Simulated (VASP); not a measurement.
# Au (Fm-3m) in VASP: notebook

One crystal, Au, is run at these levels: PBEsol; tasks: relaxation of cell and atoms.

All numbers are computed with VASP 6.6.1; they aren't measurements. Logs are shortened: lines on timing, memory, paths and dates and some standing lists are left out, and cuts for length are marked.

### Step 1. The structure

Symmetry: Fm-3m, No. 225, cubic system. Conventional cell: a = 4.070 Å, b = 4.070 Å, c = 4.070 Å, α = 90.00°, β = 90.00°, γ = 90.00°. Au (site symmetry m-3m) is surrounded by 12 Au at 2.88 Å.

### Step 2. Relaxation of cell and atoms, PBEsol

The input, INCAR:

```
PREC = Accurate
ENCUT = 600
EDIFF = 1E-6
ISMEAR = 1
SIGMA = 0.1
LREAL = False
LASPH = True
NELM = 80
ALGO = Normal
ISIF = 3
LWAVE = False
LCHARG = False
GGA = PS
IBRION = 2
NSW = 90
EDIFFG = -0.01
```

The input, KPOINTS:

```
regular mesh
0
Gamma
  16 16 16
```

The input, POSCAR:

```
Au
1.0
    0.0000000000      2.0350000000      2.0350000000
    2.0350000000      0.0000000000      2.0350000000
    2.0350000000      2.0350000000      0.0000000000
Au
1
Direct
    0.0000000000      0.0000000000      0.0000000000
```

Potentials or basis: VASP PAW PBE potentials, release 64 (Au).

Launch:

```
cat potpaw_PBE.64/Au/POTCAR > POTCAR
mpirun -np 1 vasp_std > vasp.out
```

OUTCAR:

```text
PREC = Accurate
   ENCUT = 600
   EDIFF = 1E-6
   ISMEAR = 1
   LREAL = False
   LASPH = True
   NELM = 80
   ISIF = 3
   GGA = PS
   IBRION = 2
   NSW = 90
   EDIFFG = -0.01

 ion  position               nearest neighbor table
   1  0.000  0.000  0.000-

  LATTYP: Found a face centered cubic cell.
 ALAT       =     4.0700000000

  Lattice vectors:

 A1 = (   0.0000000000,   2.0350000000,   2.0350000000)
 A2 = (   2.0350000000,   0.0000000000,   2.0350000000)
 A3 = (   2.0350000000,   2.0350000000,   0.0000000000)

Analysis of symmetry for initial positions (statically):
=====================================================================
 Subroutine PRICEL returns:
 Original cell was already a primitive cell.

 Routine SETGRP: Setting up the symmetry group for a
 face centered cubic supercell.

 Subroutine GETGRP returns: Found 48 space group operations
 (whereof 48 operations were pure point group operations)
 out of a pool of 48 trial point group operations.

The static configuration has the point symmetry O_h .

Analysis of symmetry for dynamics (positions and initial velocities):
=====================================================================
 Subroutine PRICEL returns:
 Original cell was already a primitive cell.

 Routine SETGRP: Setting up the symmetry group for a
 face centered cubic supercell.

 Subroutine GETGRP returns: Found 48 space group operations
 (whereof 48 operations were pure point group operations)
 out of a pool of 48 trial point group operations.

The dynamic configuration has the point symmetry O_h .

 Subroutine INISYM returns: Found 48 space group operations
 (whereof 48 operations are pure point group operations),
 and found     1 'primitive' translations

----------------------------------------------------------------------------------------

                                     Primitive cell

  volume of cell :      16.8548

  direct lattice vectors                    reciprocal lattice vectors
     0.000000000  2.035000000  2.035000000    -0.245700246  0.245700246  0.245700246
     2.035000000  0.000000000  2.035000000     0.245700246 -0.245700246  0.245700246
     2.035000000  2.035000000  0.000000000     0.245700246  0.245700246 -0.245700246

  length of vectors
[... 94 lines left out ...]
   EFERMI =   0.00;   METHOD = LEGACY
   ISMEAR =     1;   SIGMA  =   0.10  broadening in eV -4-tet -1-fermi 0-gaus
   EFERMI_NEDOS =   21; number of points for ismear=-14 and -15
   IALGO  =     38    algorithm
   IMIX   =      4    mixing-type and parameters
     AMIX     =   0.40;   BMIX     =  1.00
     AMIX_MAG =   1.60;   BMIX_MAG =  1.00
  volume/ion in A,a.u.               =      16.85       113.74
  Fermi-wavevector in a.u.,A,eV,Ry     =   1.420032  2.683470 27.436005  2.016489
  Thomas-Fermi vector in A             =   2.540990
   LORBIT       =      0    0 simple, 1 ext, 2 COOP (PROOUT), +10 PAW based schemes
   GGA     = PS    functional components
   LHFCALC =     F    Hartree Fock is set to
   AEXX    =    0.0000 exact exchange contribution
   IVDW    =     0    specifies the selected vdW correction
   LEPSILON=     F    determine dielectric tensor
   LRPA    =     F    only Hartree local field effects (RPA)
 conjugate gradient relaxation of ions
 non-spin polarized calculation
 Methfessel and Paxton  Order N= 1 SIGMA  =   0.10
  energy-cutoff  :      600.00
  volume of cell :       16.85
 maximum number of plane-waves:       588
   NGX = 11   NGY = 11   NGZ = 11

--------------------------------------- Ionic step        1  -------------------------------------------

 number of electron      10.9999999 magnetization

 Free energy of the ion-electron system (eV)
  ---------------------------------------------------
  ext. energy  EPLUGINS =         0.00000000
  ---------------------------------------------------
  free energy    TOTEN  =        -3.92290962 eV

  energy without entropy =       -3.92277103  energy(sigma->0) =       -3.92286343

------------------------ aborting loop because EDIFF is reached ----------------------------------------

  FORCE on cell =-STRESS in cart. coord.  units (eV):
  Direction    XX          YY          ZZ          XY          YZ          ZX
  --------------------------------------------------------------------------------------
  -------------------------------------------------------------------------------------
  Total        0.1647325      0.1647325      0.1647325     -0.0000000      0.0000000     -0.0000000
  in kB       15.6590905     15.6590905     15.6590905     -0.0000000      0.0000000     -0.0000000
  external PRESSURE =      15.6590905 kB  Pullay stress =       0.0000000 kB
[... 57 lines left out ...]
--------------------------------------- Ionic step        3  -------------------------------------------

 number of electron      11.0000000 magnetization

 Free energy of the ion-electron system (eV)
  ---------------------------------------------------
  ext. energy  EPLUGINS =         0.00000000
  ---------------------------------------------------
  free energy    TOTEN  =        -3.92361200 eV

  energy without entropy =       -3.92349290  energy(sigma->0) =       -3.92357230

 E-fermi :   9.2818     XC(G=0): -12.8990

 val. band max:        9.1821599868   @ k =   0.5000   0.2500   0.1250
 cond. band min:       9.2984758346   @ k =   0.5000   0.3125   0.1250
 fundamental gap:      0.1163158478
 Fermi energy:         9.2817911990

 k-point     1 :       0.0000    0.0000    0.0000
  band No.  band energies     occupation
      1      -0.6280      2.00000
      2       4.6267      2.00000
      3       4.6267      2.00000
      4       4.6267      2.00000
      5       6.1635      2.00000
      6       6.1635      2.00000
      7      23.8148      0.00000
      8      27.8236      0.00000
      9      27.8236      0.00000
[... 265 lines left out ...]
 k-point    24 :      -0.0625    0.0625    0.0000
  band No.  band energies     occupation
      1      -0.2673      2.00000
      2       4.4935      2.00000
      3       4.7397      2.00000
      4       4.7745      2.00000
      5       6.0369      2.00000
      6       6.1888      2.00000
      7      24.2188      0.00000
      8      26.1008      0.00000
      9      27.6053      0.00000

 [... further k-points ...]

------------------------ aborting loop because EDIFF is reached ----------------------------------------

  FORCE on cell =-STRESS in cart. coord.  units (eV):
  Direction    XX          YY          ZZ          XY          YZ          ZX
  --------------------------------------------------------------------------------------
  -------------------------------------------------------------------------------------
  Total       -0.0003131     -0.0003131     -0.0003131     -0.0000000      0.0000000     -0.0000000
  in kB       -0.0295026     -0.0295026     -0.0295026     -0.0000000      0.0000000     -0.0000000
  external PRESSURE =      -0.0295026 kB  Pullay stress =       0.0000000 kB
[... 16 lines left out ...]
  FREE ENERGIE OF THE ION-ELECTRON SYSTEM (eV)
  ---------------------------------------------------
  free  energy   TOTEN  =        -3.9236119992 eV

  energy  without entropy=       -3.9234928992  energy(sigma->0) =       -3.92357230

 reached required accuracy - stopping structural energy minimisation
```

CONTCAR:

```text
Au
   1.00000000000000
     0.0000000000000000    2.0408538051416993    2.0408538051416993
     2.0408538051416993    0.0000000000000000    2.0408538051416993
     2.0408538051416993    2.0408538051416993    0.0000000000000000
  Au
     1
Direct
     0.0000000000000000    0.0000000000000000    0.0000000000000000

  0.00000000E+00  0.00000000E+00  0.00000000E+00
```

Run time: 18 s. Hardware: 1 thread of Intel Xeon Platinum 8375C at 2.90GHz (Ice Lake), shared host; peak memory 0.16 GiB.

Results:

```yaml
Free_energy: -3.9236 eV
Relaxed_volume: 17.00 Å³/atom
Relaxed_cell: a = 2.886 Å, b = 2.886 Å, c = 2.886 Å, α = 60.00°, β = 60.00°, γ = 60.00°
Space_group_after_relaxing_to_0.05_Å: Fm-3m (No. 225)
Energy_gained_by_relaxing: 0.7 meV/atom
Ionic_steps: 3
Pressure_after_relaxing: 0.0 GPa
Band_gap_on_the_k_mesh: none (metal or under the smearing width)
```

The path:
```tsv
step	energy change (eV)	largest force (eV/Å)	pressure (GPa)	volume (Å³)
1	0.0000	0.0000	1.57	16.85
2	0.0014	0.0000	-2.56	17.26
3	-0.0007	0.0000	0.00	17.00
```

Final structure:
```yaml
crystal:
  lattice:
    - [0.00000, 2.04085, 2.04085]
    - [2.04085, 0.00000, 2.04085]
    - [2.04085, 2.04085, 0.00000]
  atoms:
    - { symbol: Au, position: [0.00000, 0.00000, 0.00000] }
```

Caveat: the PAW data sets were made with another functional, which shifts forces and pressure a little. Zero-point motion and thermal expansion aren't in these numbers.

### Step 3. Relaxation of cell and atoms, PBEsol

This run uses another cell than the first one, of 17.00 Å³/atom, 1.009 times its volume.

INCAR, as its differences from that of step 2:

```diff
@@ -2,3 +2,3 @@
 ENCUT = 600
-EDIFF = 1E-6
+EDIFF = 1E-7
 ISMEAR = 1
@@ -15,2 +15,2 @@
 NSW = 90
-EDIFFG = -0.01
+EDIFFG = -0.005
```

KPOINTS is that of step 2.

The input, POSCAR:

```
Au                                      
1.0
    0.0000000000      2.0408538051      2.0408538051
    2.0408538051      0.0000000000      2.0408538051
    2.0408538051      2.0408538051      0.0000000000
  Au            
     1
Direct
     0.0000000000000000    0.0000000000000000    0.0000000000000000
```

Potentials or basis: VASP PAW PBE potentials, release 64 (Au).

Launch:

```
cat potpaw_PBE.64/Au/POTCAR > POTCAR
mpirun -np 1 vasp_std > vasp.out
```

Run time: 8.6 s. Hardware: 1 thread of Intel Xeon Platinum 8375C at 2.90GHz (Ice Lake), shared host; peak memory 0.16 GiB.

It converged, with:

```
Free energy             : -3.9236 eV
Pressure after relaxing : 0.0 GPa
Band gap on the k mesh  : none (metal or under the smearing width)
```

Final structure:
```
CELL_PARAMETERS angstrom
0.00000 2.04085 2.04085
2.04085 0.00000 2.04085
2.04085 2.04085 0.00000
ATOMIC_POSITIONS crystal
Au 0.00000 0.00000 0.00000
```

Levels at points of the mesh, in eV from the Fermi level:
```tsv
k point	band 2	band 3	band 4	band 5	band 6	band 7	band 8	band 9
(0.00, 0.00, 0.00)	-4.66	-4.66	-4.66	-3.12	-3.12	14.53	18.54	18.54
(0.50, 0.00, 0.00)	-4.69	-4.69	-1.91	-1.91	-1.00	3.10	13.97	17.15
(0.50, 0.50, 0.00)	-6.73	-1.95	-1.59	-1.59	0.98	5.80	10.00	10.00
```

Caveat: the relaxation stopped at its first step, so nothing moved; the PAW data sets were made with another functional, which shifts forces and pressure a little.

### Step 4. Relaxation of cell and atoms, PBEsol

The input, INCAR:

```
SYSTEM = Au
  PREC = Accurate
  ENCUT = 600
  EDIFF = 1E-6
  ISMEAR = 1
  SIGMA = 0.1
  LREAL = .False.
  LASPH = .True.
  NELM = 80
  ALGO = Normal
  ISIF = 3
  LWAVE = .False.
  LCHARG = .False.
  GGA = PS
  IBRION = 2
  NSW = 90
  EDIFFG = -0.01
  KPAR = 2
```

The input, KPOINTS:

```
regular mesh
0
Gamma
  16 16 16
  0 0 0
```

The input, POSCAR:

```
Au
1.0
    0.0000000000      2.0350000000      2.0350000000
    2.0350000000      0.0000000000      2.0350000000
    2.0350000000      2.0350000000      0.0000000000
Au
1
Direct
    0.0000000000      0.0000000000      0.0000000000
```

Potentials or basis: VASP PAW PBE potentials, release 64 (Au).

Launch:

```
cat potpaw_PBE.64/Au/POTCAR > POTCAR
mpirun -np 2 vasp_std > vasp.out
```

OUTCAR:

```text
SYSTEM = Au
   PREC = Accurate
   ENCUT = 600
   EDIFF = 1E-6
   ISMEAR = 1
   LREAL = .False.
   LASPH = .True.
   NELM = 80
   ISIF = 3
   GGA = PS
   IBRION = 2
   NSW = 90
   EDIFFG = -0.01

 ion  position               nearest neighbor table
   1  0.000  0.000  0.000-

  LATTYP: Found a face centered cubic cell.
 ALAT       =     4.0700000000

  Lattice vectors:

 A1 = (   0.0000000000,   2.0350000000,   2.0350000000)
 A2 = (   2.0350000000,   0.0000000000,   2.0350000000)
 A3 = (   2.0350000000,   2.0350000000,   0.0000000000)

Analysis of symmetry for initial positions (statically):
=====================================================================
 Subroutine PRICEL returns:
 Original cell was already a primitive cell.

 Routine SETGRP: Setting up the symmetry group for a
 face centered cubic supercell.

 Subroutine GETGRP returns: Found 48 space group operations
 (whereof 48 operations were pure point group operations)
 out of a pool of 48 trial point group operations.

The static configuration has the point symmetry O_h .

Analysis of symmetry for dynamics (positions and initial velocities):
=====================================================================
 Subroutine PRICEL returns:
 Original cell was already a primitive cell.

 Routine SETGRP: Setting up the symmetry group for a
 face centered cubic supercell.

 Subroutine GETGRP returns: Found 48 space group operations
 (whereof 48 operations were pure point group operations)
 out of a pool of 48 trial point group operations.

The dynamic configuration has the point symmetry O_h .

 Subroutine INISYM returns: Found 48 space group operations
 (whereof 48 operations are pure point group operations),
 and found     1 'primitive' translations

----------------------------------------------------------------------------------------

[... 129 lines left out ...]
--------------------------------------- Ionic step        1  -------------------------------------------

 number of electron      10.9999999 magnetization

 Free energy of the ion-electron system (eV)
  ---------------------------------------------------
  ext. energy  EPLUGINS =         0.00000000
  ---------------------------------------------------
  free energy    TOTEN  =        -3.92290962 eV

  energy without entropy =       -3.92277103  energy(sigma->0) =       -3.92286343

------------------------ aborting loop because EDIFF is reached ----------------------------------------

  FORCE on cell =-STRESS in cart. coord.  units (eV):
  Direction    XX          YY          ZZ          XY          YZ          ZX
  --------------------------------------------------------------------------------------
  -------------------------------------------------------------------------------------
  Total        0.1647325      0.1647325      0.1647325     -0.0000000     -0.0000000      0.0000000
  in kB       15.6590899     15.6590899     15.6590899     -0.0000000     -0.0000000      0.0000000
  external PRESSURE =      15.6590899 kB  Pullay stress =       0.0000000 kB
[... 57 lines left out ...]
--------------------------------------- Ionic step        3  -------------------------------------------

 number of electron      11.0000000 magnetization

 Free energy of the ion-electron system (eV)
  ---------------------------------------------------
  ext. energy  EPLUGINS =         0.00000000
  ---------------------------------------------------
  free energy    TOTEN  =        -3.92361200 eV

  energy without entropy =       -3.92349290  energy(sigma->0) =       -3.92357230

 E-fermi :   9.2818     XC(G=0): -12.8990

 val. band max:        9.1821599862   @ k =   0.5000   0.2500   0.1250
 cond. band min:       9.2984758339   @ k =   0.5000   0.3125   0.1250
 fundamental gap:      0.1163158478
 Fermi energy:         9.2817911983

 k-point     1 :       0.0000    0.0000    0.0000
  band No.  band energies     occupation
      1      -0.6280      2.00000
      2       4.6267      2.00000
      3       4.6267      2.00000
      4       4.6267      2.00000
      5       6.1635      2.00000
      6       6.1635      2.00000
      7      23.8148      0.00000
      8      27.8236      0.00000
      9      27.8236      0.00000
[... 265 lines left out ...]
 k-point    24 :      -0.0625    0.0625    0.0000
  band No.  band energies     occupation
      1      -0.2673      2.00000
      2       4.4935      2.00000
      3       4.7397      2.00000
      4       4.7745      2.00000
      5       6.0369      2.00000
      6       6.1888      2.00000
      7      24.2188      0.00000
      8      26.1008      0.00000
      9      27.6053      0.00000

 [... further k-points ...]

------------------------ aborting loop because EDIFF is reached ----------------------------------------

  FORCE on cell =-STRESS in cart. coord.  units (eV):
  Direction    XX          YY          ZZ          XY          YZ          ZX
  --------------------------------------------------------------------------------------
  -------------------------------------------------------------------------------------
  Total       -0.0003131     -0.0003131     -0.0003131      0.0000000      0.0000000      0.0000000
  in kB       -0.0295030     -0.0295030     -0.0295030      0.0000000      0.0000000      0.0000000
  external PRESSURE =      -0.0295030 kB  Pullay stress =       0.0000000 kB
[... 16 lines left out ...]
  FREE ENERGIE OF THE ION-ELECTRON SYSTEM (eV)
  ---------------------------------------------------
  free  energy   TOTEN  =        -3.9236119993 eV

  energy  without entropy=       -3.9234928994  energy(sigma->0) =       -3.92357230

 reached required accuracy - stopping structural energy minimisation
```

CONTCAR:

```text
Au
   1.00000000000000
    -0.0000000000000000    2.0408538051784424    2.0408538051784424
     2.0408538051784424   -0.0000000000000000    2.0408538051784424
     2.0408538051784424    2.0408538051784424   -0.0000000000000000
  Au
     1
Direct
     0.0000000000000000    0.0000000000000000    0.0000000000000000

  0.00000000E+00  0.00000000E+00  0.00000000E+00
```

Wall time 8.3 s (2 MPI ranks of Intel Xeon 6975P-C (Granite Rapids), shared host); peak memory 0.16 GiB.

What came out:

| Item | Value |
| --- | --- |
| Free energy | -3.9236 eV |
| Relaxed volume | 17.00 Å³/atom |
| Relaxed cell | a = 2.886 Å, b = 2.886 Å, c = 2.886 Å, α = 60.00°, β = 60.00°, γ = 60.00° |
| Space group after relaxing (to 0.05 Å) | Fm-3m (No. 225) |
| Energy gained by relaxing | 0.7 meV/atom |
| Ionic steps | 3 |
| Pressure after relaxing | 0.0 GPa |
| Band gap on the k mesh | none (metal or under the smearing width) |

The path:
```
step  energy change (eV)  largest force (eV/Å)  pressure (GPa)  volume (Å³)
   1              0.0000                0.0000            1.57        16.85
   2              0.0014                0.0000           -2.56        17.26
   3             -0.0007                0.0000            0.00        17.00
```

Final structure:
```xyz
1
Lattice="0.0000 2.0409 2.0409 2.0409 0.0000 2.0409 2.0409 2.0409 0.0000" Properties=species:S:1:pos:R:3 pbc="T T T"
Au    0.0000    0.0000    0.0000
```

Levels at points of the mesh, in eV from the Fermi level:
```
           k point  band 3  band 4  band 5  band 6  band 7  band 8  band 9
(0.00, 0.00, 0.00)   -4.66   -4.66   -3.12   -3.12   14.53   18.54   18.54
(0.50, 0.00, 0.00)   -4.69   -1.91   -1.91   -1.00    3.10   13.97   17.15
(0.50, 0.50, 0.00)   -1.95   -1.59   -1.59    0.99    5.80   10.00   10.00
```

Caveat: the PAW data sets were made with another functional, which shifts forces and pressure a little. Zero-point motion and thermal expansion aren't in these numbers.

(Part 1 of 2 ends here.)
